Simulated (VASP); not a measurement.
# TaAs (I4_1md) in VASP: further runs

Aim: see how the results for TaAs move with the level of theory and the settings. Levels: PBE, LDA. Tasks: band structure.

All numbers are computed with VASP 6.6.1; they aren't measurements. Logs are shortened: lines on timing, memory, paths and dates and some standing lists are left out, and cuts for length are marked.

**1. The structure**

The structure is tetragonal, space group I4_1md (No. 109). Conventional cell: a = 3.466 Å, b = 3.466 Å, c = 11.743 Å, α = 90.00°, β = 90.00°, γ = 90.00°. Ta (site symmetry 2mm) has 6 As at 2.62 to 2.63 Å as nearest neighbours. As (site symmetry 2mm) is surrounded by 6 Ta at 2.62 to 2.63 Å.

The cell is a database's computed one.

**2. Band structure, PBE**

INCAR reads:

```
PREC = Accurate ; ENCUT = 520
EDIFF = 1E-6 ; ISMEAR = 1
SIGMA = 0.1 ; LREAL = F
LASPH = T ; NELM = 80
ALGO = Normal ; ISIF = 2
LWAVE = F ; LCHARG = F
LMAXMIX = 4 ; GGA = PE
NBANDS = 24 ; ICORELEVEL = 1
KPAR = 2
```

KPOINTS reads:

```
Automatic mesh
0
Gamma
  16 16 16
```

POSCAR reads:

```
TaAs                                    
1.0
   -1.7328461515      1.7328461515      5.8716957810
    1.7328461515     -1.7328461515      5.8716957810
    1.7328461515      1.7328461515     -5.8716957810
  Ta              As            
     2     2
Direct
     0.5001907895235370    0.0001907895235370    0.5000000000000000
     0.7501907895235370    0.7501907895235370    0.0000000000000000
     0.0824086304764641    0.5824086304764641    0.5000000000000000
     0.3324086304764641    0.3324086304764641    1.0000000000000000
```

KPOINTS_OPT reads:

```
explicit points
173
Reciprocal
 0.0000000000  0.0000000000  0.0000000000 1
-0.0357142857  0.0357142857  0.0000000000 1
-0.0714285714  0.0714285714  0.0000000000 1
-0.1071428571  0.1071428571  0.0000000000 1
-0.1428571429  0.1428571429  0.0000000000 1
-0.1785714286  0.1785714286  0.0000000000 1
[... 165 lines left out ...]
-0.0430497461  0.0430497461  0.5000000000 1
 0.5000000000  0.5000000000 -0.0430497461 1
```

Potentials or basis: VASP PAW PBE potentials, release 64 (Ta_pv, As).

Run with:

```
cat potpaw_PBE.64/Ta_pv/POTCAR potpaw_PBE.64/As/POTCAR > POTCAR
mpirun -np 2 vasp_std > vasp.out
```

OUTCAR:

```text
PREC = Accurate
   ENCUT = 520
   EDIFF = 1E-6
   ISMEAR = 1
   LREAL = F
   LASPH = T
   NELM = 80
   ISIF = 2
   GGA = PE

 ion  position               nearest neighbor table
   1  0.500  0.000  0.500-   4 2.62   4 2.62   3 2.63   3 2.63   3 2.63   3 2.63   2 3.41   2 3.41
                             2 3.41   2 3.41
   2  0.750  0.750  0.000-   3 2.62   3 2.62   4 2.63   4 2.63   4 2.63   4 2.63   1 3.41   1 3.41
                             1 3.41   1 3.41
   3  0.082  0.582  0.500-   2 2.62   2 2.62   1 2.63   1 2.63   1 2.63   1 2.63
   4  0.332  0.332  0.000-   1 2.62   1 2.62   2 2.63   2 2.63   2 2.63   2 2.63

  LATTYP: Found a body centered tetragonal cell.
 ALAT       =     3.4656923030
 C/A-ratio  =     3.3884691817

  Lattice vectors:

 A1 = (  -1.7328461515,   1.7328461515,   5.8716957810)
 A2 = (   1.7328461515,  -1.7328461515,   5.8716957810)
 A3 = (   1.7328461515,   1.7328461515,  -5.8716957810)

Analysis of symmetry for initial positions (statically):
=====================================================================
 Subroutine PRICEL returns:
 Original cell was already a primitive cell.

 Routine SETGRP: Setting up the symmetry group for a
 body centered tetragonal supercell.

 Subroutine GETGRP returns: Found  8 space group operations
 (whereof  4 operations were pure point group operations)
 out of a pool of 16 trial point group operations.

The static configuration has the point symmetry C_2v.
 The point group associated with its full space group is C_4v.

Analysis of symmetry for dynamics (positions and initial velocities):
=====================================================================
 Subroutine PRICEL returns:
 Original cell was already a primitive cell.

 Routine SETGRP: Setting up the symmetry group for a
 body centered tetragonal supercell.

 Subroutine GETGRP returns: Found  8 space group operations
 (whereof  4 operations were pure point group operations)
 out of a pool of 16 trial point group operations.

The dynamic configuration has the point symmetry C_2v.
 The point group associated with its full space group is C_4v.

 Subroutine INISYM returns: Found  8 space group operations
 (whereof  4 operations are pure point group operations),
 and found     1 'primitive' translations

----------------------------------------------------------------------------------------

                                     Primitive cell

  volume of cell :      70.5251

  direct lattice vectors                    reciprocal lattice vectors
    -1.732846151  1.732846151  5.871695781     0.000000000  0.288542638  0.085154275
     1.732846151 -1.732846151  5.871695781     0.288542638  0.000000000  0.085154275
     1.732846151  1.732846151 -5.871695781     0.288542638  0.288542638  0.000000000

  length of vectors
     6.362572036  6.362572036  6.362572036     0.300845649  0.300845649  0.408060912

  position of ions in fractional coordinates (direct lattice)
     0.500190790  0.000190790  0.500000000
     0.750190790  0.750190790  0.000000000
     0.082408630  0.582408630  0.500000000
     0.332408630  0.332408630  0.000000000

  ion indices of the primitive-cell ions
   primitive index   ion index
                 1           1
                 2           2
                 3           3
                 4           4

----------------------------------------------------------------------------------------

 KPOINTS: Automatic mesh

Automatic generation of k-mesh.
 Grid dimensions read from file:
 generate k-points for:   16   16   16

 Generating k-lattice:

  Cartesian coordinates                     Fractional coordinates (reciprocal lattice)
     0.000000000  0.018033915  0.005322142     0.062500000  0.000000000  0.000000000
     0.018033915  0.000000000  0.005322142     0.000000000  0.062500000  0.000000000
     0.018033915  0.018033915  0.000000000     0.000000000  0.000000000  0.062500000

  Length of vectors
     0.018802853  0.018802853  0.025503807

  Shift w.r.t. Gamma in fractional coordinates (k-lattice)
[... 56 lines left out ...]
     24      11.5267      0.00000

 k-point     4 :       0.1875    0.0000    0.0000
  band No.  band energies     occupation
      1     -28.1824      2.00000
      2     -28.1340      2.00000
      3     -28.1251      2.00000
      4     -28.0276      2.00000
      5     -27.9796      2.00000
      6     -27.9374      2.00000
[... 16 lines left out ...]
     23      11.0326      0.00000
     24      12.1394      0.00000

 k-point     5 :       0.2500    0.0000    0.0000
  band No.  band energies     occupation
      1     -28.2109      2.00000
      2     -28.1235      2.00000
      3     -28.1224      2.00000
      4     -28.0518      2.00000
      5     -27.9764      2.00000
      6     -27.9435      2.00000
[... 16 lines left out ...]
     23      11.2686      0.00000
     24      12.7250      0.00000

 k-point     6 :       0.3125    0.0000    0.0000
  band No.  band energies     occupation
      1     -28.2397      2.00000
      2     -28.1198      2.00000
      3     -28.1158      2.00000
      4     -28.0710      2.00000
      5     -27.9732      2.00000
      6     -27.9510      2.00000
[... 16 lines left out ...]
     23      11.2520      0.00000
     24      12.9488      0.00000
[... 379 lines left out ...]
 k-point    21 :      -0.2500    0.0625    0.0000
  band No.  band energies     occupation
      1     -28.2101      2.00000
      2     -28.1318      2.00000
      3     -28.1207      2.00000
      4     -28.0517      2.00000
      5     -27.9820      2.00000
      6     -27.9401      2.00000
[... 16 lines left out ...]
     23      11.5176      0.00000
     24      12.3472      0.00000

 k-point    22 :      -0.1875    0.0625   -0.0000
  band No.  band energies     occupation
      1     -28.1818      2.00000
      2     -28.1381      2.00000
      3     -28.1271      2.00000
      4     -28.0272      2.00000
      5     -27.9851      2.00000
      6     -27.9349      2.00000
[... 16 lines left out ...]
     23      11.2877      0.00000
     24      11.7655      0.00000

 k-point    23 :      -0.1250    0.0625    0.0000
  band No.  band energies     occupation
      1     -28.1610      2.00000
      2     -28.1418      2.00000
      3     -28.1307      2.00000
      4     -28.0051      2.00000
      5     -27.9878      2.00000
      6     -27.9318      2.00000
[... 16 lines left out ...]
     23      10.9287      0.00000
     24      11.1850      0.00000

 k-point    24 :      -0.0625    0.0625    0.0000
  band No.  band energies     occupation
      1     -28.1571      2.00000
      2     -28.1350      2.00000
      3     -28.1319      2.00000
      4     -27.9904      2.00000
      5     -27.9890      2.00000
      6     -27.9308      2.00000
[... 16 lines left out ...]
     23      10.6796      0.00000
     24      10.7251      0.00000

 [... further k-points ...]

------------------------ aborting loop because EDIFF is reached ----------------------------------------

  FORCE on cell =-STRESS in cart. coord.  units (eV):
  Direction    XX          YY          ZZ          XY          YZ          ZX
  --------------------------------------------------------------------------------------
  -------------------------------------------------------------------------------------
  Total        0.0079827      0.0079827     -0.0105375      0.0000000      0.0000000      0.0000000
  in kB        0.1813491      0.1813491     -0.2393897      0.0000000      0.0000000      0.0000000
  external PRESSURE =       0.0411028 kB  Pullay stress =       0.0000000 kB

 VOLUME and BASIS-vectors are now :
 -----------------------------------------------------------------------------
  energy-cutoff  :      520.00
  volume of cell :       70.53
      direct lattice vectors                 reciprocal lattice vectors
    -1.732846151  1.732846151  5.871695781     0.000000000  0.288542638  0.085154275
     1.732846151 -1.732846151  5.871695781     0.288542638  0.000000000  0.085154275
     1.732846151  1.732846151 -5.871695781     0.288542638  0.288542638  0.000000000

 POSITION                                       TOTAL-FORCE (eV/Angst)
 -----------------------------------------------------------------------------------
      0.00000      1.73285      0.00224        -0.000000      0.000000     -0.003217
      0.00000      0.00000      8.80978         0.000000     -0.000000     -0.003217
      1.73285      0.00000      0.96776        -0.000000      0.000000      0.003217
      0.00000      0.00000      3.90360         0.000000     -0.000000      0.003217
 -----------------------------------------------------------------------------------
    total drift:                                0.000000      0.000000     -0.000041

  FREE ENERGIE OF THE ION-ELECTRON SYSTEM (eV)
  ---------------------------------------------------
  free  energy   TOTEN  =       -35.1169679007 eV

  energy  without entropy=      -35.1170720480  energy(sigma->0) =      -35.11700262
```

It took 8.5 min on 2 MPI ranks of Intel Xeon Platinum 8488C (Sapphire Rapids), shared host; peak memory 0.97 GiB.

What came out:

| Property | Result |
| --- | --- |
| Free energy | -35.1170 eV |
| Pressure | 0.0 GPa |
| Largest force | 0.003 eV/Å |
| Band gap along the path | none (metal or under the smearing width) |

Forces on the atoms (eV/Å):
```
Ta   0.000  0.000 -0.003
Ta   0.000  0.000 -0.003
As   0.000  0.000  0.003
As   0.000  0.000  0.003
```

Levels at the corners of the path, in eV from the Fermi level:
| point | band 14 | band 15 | band 16 | band 17 | band 18 | band 19 |
| --- | --- | --- | --- | --- | --- | --- |
| Γ | -1.90 | -1.64 | -1.64 | 0.86 | 1.52 | 2.30 |
| X | -3.17 | -1.13 | -1.13 | 2.72 | 2.72 | 3.00 |
| X | -3.17 | -1.13 | -1.13 | 2.72 | 2.72 | 3.00 |
| Y | -3.14 | -1.15 | -1.15 | 2.57 | 2.57 | 2.91 |
| Y | -3.14 | -1.15 | -1.15 | 2.57 | 2.57 | 2.91 |
| S | -2.39 | -1.72 | -0.11 | 0.09 | 1.68 | 2.08 |
| S | -2.39 | -1.72 | -0.11 | 0.09 | 1.68 | 2.08 |
| Γ | -1.90 | -1.64 | -1.64 | 0.86 | 1.52 | 2.30 |
| Γ | -1.90 | -1.64 | -1.64 | 0.86 | 1.52 | 2.30 |
| Z | -2.75 | -0.97 | -0.97 | 1.17 | 1.17 | 2.25 |
| Z | -2.75 | -0.97 | -0.97 | 1.17 | 1.17 | 2.25 |
| S1 | -2.39 | -1.72 | -0.11 | 0.09 | 1.68 | 2.08 |
| S1 | -2.39 | -1.72 | -0.11 | 0.09 | 1.68 | 2.08 |
| N | -2.29 | -1.54 | -0.26 | 0.11 | 1.35 | 2.21 |
| N | -2.29 | -1.54 | -0.26 | 0.11 | 1.35 | 2.21 |
| P | -3.18 | -1.13 | -1.13 | 2.73 | 2.73 | 2.99 |
| P | -3.18 | -1.13 | -1.13 | 2.73 | 2.73 | 2.99 |
| Y1 | -3.14 | -1.15 | -1.15 | 2.57 | 2.57 | 2.91 |
| Y1 | -3.14 | -1.15 | -1.15 | 2.57 | 2.57 | 2.91 |
| Z | -2.75 | -0.97 | -0.97 | 1.17 | 1.17 | 2.25 |
| X | -3.17 | -1.13 | -1.13 | 2.72 | 2.72 | 3.00 |
| P | -3.18 | -1.13 | -1.13 | 2.73 | 2.73 | 2.99 |

Core levels (eV, on the scale of the bands):
```csv
atom,levels
1 Ta,"1s -67331.9, 2s -11557.6, 2p -10124.8, 3s -2639.1, 3p -2213.1, 3d -1716.9, 4s -529.1, 4p -389.4, 4d -210.8, 4f -13.5, 5s -61.6"
2 Ta,"1s -67331.9, 2s -11557.6, 2p -10124.8, 3s -2639.1, 3p -2213.1, 3d -1716.9, 4s -529.1, 4p -389.4, 4d -210.8, 4f -13.5, 5s -61.6"
3 As,"1s -11705.4, 2s -1474.0, 2p -1290.8, 3s -178.1, 3p -121.5, 3d -28.5"
4 As,"1s -11705.4, 2s -1474.0, 2p -1290.8, 3s -178.1, 3p -121.5, 3d -28.5"
```

Caveat: spin-orbit coupling is left out, which moves the levels of the heavy elements.

(Continued in part 2 of 2.)
